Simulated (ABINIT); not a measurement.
Input of an ABINIT 10.8.3 (patched build) run:

Contents of run.abi:

```
# Datasets: ground state, then fixed potential
ndtset 2

# Pseudopotentials
pp_dirpath "./"
pseudos "Au.upf"

# Structure
acell 2.8779245994 2.8779245994 2.8779245994 Angstrom
rprim
     0.0000000000     0.7071067812     0.7071067812
     0.7071067812     0.0000000000     0.7071067812
     0.7071067812     0.7071067812     0.0000000000
ntypat 1
znucl 79
natom 1
typat 1
xred
     0.0000000000     0.0000000000     0.0000000000

# Plane-wave basis
ecut 38.0

# Exchange and correlation
ixc 15

# Bands and occupations
occopt 3
tsmear 0.05 eV

# SCF cycle
nstep 100

# Output
iomode 3
prtwf 0
prteig 0
prtebands 0
prtden1 1

# Dataset 1
kptopt1 1
ngkpt1 11 11 11
nshiftk1 1
shiftk1 0.0 0.0 0.0
nband1 14
tolvrs1 1.0e-10

# Dataset 2: bands along G-X-W-K-G-L-U-W-L-K
iscf2 -2
getden2 1
nband2 18
nbdbuf2 2
tolwfr2 1.0e-12
kptopt2 -9
ndivsm2 8
prteig2 1
kptbounds2
     0.0000000000     0.0000000000     0.0000000000
     0.5000000000     0.0000000000     0.5000000000
     0.5000000000     0.2500000000     0.7500000000
     0.3750000000     0.3750000000     0.7500000000
     0.0000000000     0.0000000000     0.0000000000
     0.5000000000     0.5000000000     0.5000000000
     0.6250000000     0.2500000000     0.6250000000
     0.5000000000     0.2500000000     0.7500000000
     0.5000000000     0.5000000000     0.5000000000
     0.3750000000     0.3750000000     0.7500000000
```

Potentials or basis: PseudoDojo NC SR PBE v0.4.1 standard.

Run with:

```console
$ abinit run.abi > log 2>&1
```

**Question.** Predict the band gap on the k mesh.

**Answer.** None (metal or under the smearing width).

**Question.** What does it give for the pressure?

**Answer.** 14.3 GPa.

Levels at the corners of the path, in eV from the Fermi level:
| point | band 7 | band 8 | band 9 | band 10 | band 11 | band 12 |
| --- | --- | --- | --- | --- | --- | --- |
| Γ | -4.78 | -4.78 | -3.24 | -3.24 | 14.44 | 18.52 |
| X | -2.07 | -1.69 | -1.69 | 0.97 | 5.86 | 10.04 |
| W | -5.26 | -3.40 | -1.69 | 4.78 | 6.32 | 6.32 |
| K | -3.92 | -2.95 | -2.15 | 3.88 | 4.68 | 7.48 |
| Γ | -4.78 | -4.78 | -3.24 | -3.24 | 14.44 | 18.52 |
| L | -4.82 | -2.02 | -2.02 | -1.04 | 3.11 | 13.91 |
| U | -3.92 | -2.95 | -2.15 | 3.88 | 4.68 | 7.48 |
| W | -5.26 | -3.40 | -1.69 | 4.78 | 6.32 | 6.32 |
| L | -4.82 | -2.02 | -2.02 | -1.04 | 3.11 | 13.91 |
| K | -3.92 | -2.95 | -2.15 | 3.88 | 4.68 | 7.48 |

Caveat: the potentials were made for another functional, which shifts forces and pressure; spin-orbit coupling is left out, which moves the levels of the heavy elements.
